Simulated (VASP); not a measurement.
Input of a VASP 6.6.1 run:

File POSCAR:

```
NaI
1.0
    0.0000000000      3.2364000000      3.2364000000
    3.2364000000      0.0000000000      3.2364000000
    3.2364000000      3.2364000000      0.0000000000
I Na
1 1
Direct
    0.5000000000      0.5000000000      0.5000000000
    0.0000000000      0.0000000000      0.0000000000
```

Contents of INCAR.step1:

```
ALGO = Normal ; EDIFF = 1E-5
ENCUT = 520 ; GGA = PE
ISIF = 2 ; ISMEAR = -1
LASPH = T ; LCHARG = F
LREAL = F ; LWAVE = T
NBANDS = 14 ; NELM = 100
PREC = Accurate ; SIGMA = 0.05
```

File INCAR.step2:

```
ALGO = Normal ; EDIFF = 1E-6
ENCUT = 520 ; GGA = PS
HFSCREEN = 0.2 ; ISIF = 2
ISMEAR = -1 ; ISTART = 1
LASPH = T ; LCHARG = F
LHFCALC = T ; LREAL = F
LWAVE = F ; NBANDS = 14
NELM = 100 ; PREC = Accurate
PRECFOCK = Fast ; SIGMA = 0.05
```

Contents of KPOINTS:

```
k-points
0
Gamma
  4 4 4
```

KPOINTS_OPT

```
path GXWKGLUWLK,UX
10
line-mode
reciprocal
 0.0000000000  0.0000000000  0.0000000000  G
 0.5000000000  0.0000000000  0.5000000000  X

 0.5000000000  0.0000000000  0.5000000000  X
 0.5000000000  0.2500000000  0.7500000000  W

 0.5000000000  0.2500000000  0.7500000000  W
 0.3750000000  0.3750000000  0.7500000000  K

 0.3750000000  0.3750000000  0.7500000000  K
 0.0000000000  0.0000000000  0.0000000000  G

 0.0000000000  0.0000000000  0.0000000000  G
 0.5000000000  0.5000000000  0.5000000000  L

 0.5000000000  0.5000000000  0.5000000000  L
 0.6250000000  0.2500000000  0.6250000000  U

 0.6250000000  0.2500000000  0.6250000000  U
 0.5000000000  0.2500000000  0.7500000000  W

 0.5000000000  0.2500000000  0.7500000000  W
 0.5000000000  0.5000000000  0.5000000000  L

 0.5000000000  0.5000000000  0.5000000000  L
 0.3750000000  0.3750000000  0.7500000000  K

 0.6250000000  0.2500000000  0.6250000000  U
 0.5000000000  0.0000000000  0.5000000000  X
```

Potentials or basis: VASP PAW PBE potentials, release 64 (I, Na_pv).

Command:

```sh
$ cat potpaw_PBE.64/I/POTCAR potpaw_PBE.64/Na_pv/POTCAR > POTCAR
$ cp INCAR.step1 INCAR
$ mpirun -np 1 vasp_std > vasp.out
$ cp INCAR.step2 INCAR
$ mpirun -np 1 vasp_std > vasp.out
```

Problem. Predict the band gap on the k mesh.

Solution. 4.54 eV, direct.

Problem. What does it give for the pressure?

Solution. -0.5 GPa.

Problem. What does it give for the band gap along the path?

Solution. 4.54 eV, direct.

Levels at the corners of the path, in eV from the valence-band top:
| point | band 4 | band 5 | band 6 | band 7 | band 8 | band 9 | band 10 | band 11 |
| --- | --- | --- | --- | --- | --- | --- | --- | --- |
| Γ | -12.01 | 0.00 | 0.00 | 0.00 | 4.54 | 8.95 | 8.95 | 8.95 |
| X | -11.56 | -2.09 | -0.82 | -0.82 | 5.49 | 6.41 | 10.97 | 12.53 |
| X | -11.56 | -2.09 | -0.82 | -0.82 | 5.49 | 6.41 | 10.97 | 12.53 |
| W | -11.55 | -1.54 | -1.54 | -1.00 | 6.89 | 8.45 | 8.45 | 8.99 |
| W | -11.55 | -1.54 | -1.54 | -1.00 | 6.89 | 8.45 | 8.45 | 8.99 |
| K | -11.56 | -1.79 | -1.45 | -0.66 | 6.20 | 7.65 | 9.73 | 10.37 |
| K | -11.56 | -1.79 | -1.45 | -0.66 | 6.20 | 7.65 | 9.73 | 10.37 |
| Γ | -12.01 | 0.00 | 0.00 | 0.00 | 4.54 | 8.95 | 8.95 | 8.95 |
| Γ | -12.01 | 0.00 | 0.00 | 0.00 | 4.54 | 8.95 | 8.95 | 8.95 |
| L | -11.65 | -2.37 | -0.31 | -0.31 | 5.95 | 8.49 | 8.49 | 10.01 |
| L | -11.65 | -2.37 | -0.31 | -0.31 | 5.95 | 8.49 | 8.49 | 10.01 |
| U | -11.56 | -1.79 | -1.45 | -0.66 | 6.20 | 7.65 | 9.73 | 10.37 |
| U | -11.56 | -1.79 | -1.45 | -0.66 | 6.20 | 7.65 | 9.73 | 10.37 |
| W | -11.55 | -1.54 | -1.54 | -1.00 | 6.89 | 8.45 | 8.45 | 8.99 |
| W | -11.55 | -1.54 | -1.54 | -1.00 | 6.89 | 8.45 | 8.45 | 8.99 |
| L | -11.65 | -2.37 | -0.31 | -0.31 | 5.95 | 8.49 | 8.49 | 10.01 |
| L | -11.65 | -2.37 | -0.31 | -0.31 | 5.95 | 8.49 | 8.49 | 10.01 |
| K | -11.56 | -1.79 | -1.45 | -0.66 | 6.20 | 7.65 | 9.73 | 10.37 |
| U | -11.56 | -1.79 | -1.45 | -0.66 | 6.20 | 7.65 | 9.73 | 10.37 |
| X | -11.56 | -2.09 | -0.82 | -0.82 | 5.49 | 6.41 | 10.97 | 12.53 |

Caveat: the k mesh is coarse (spacing up to 0.42 Å⁻¹), so the values aren't converged, least of all with exact exchange; the PAW data sets were made with another functional, which shifts forces and pressure a little; spin-orbit coupling is left out, which moves the levels of the heavy elements.
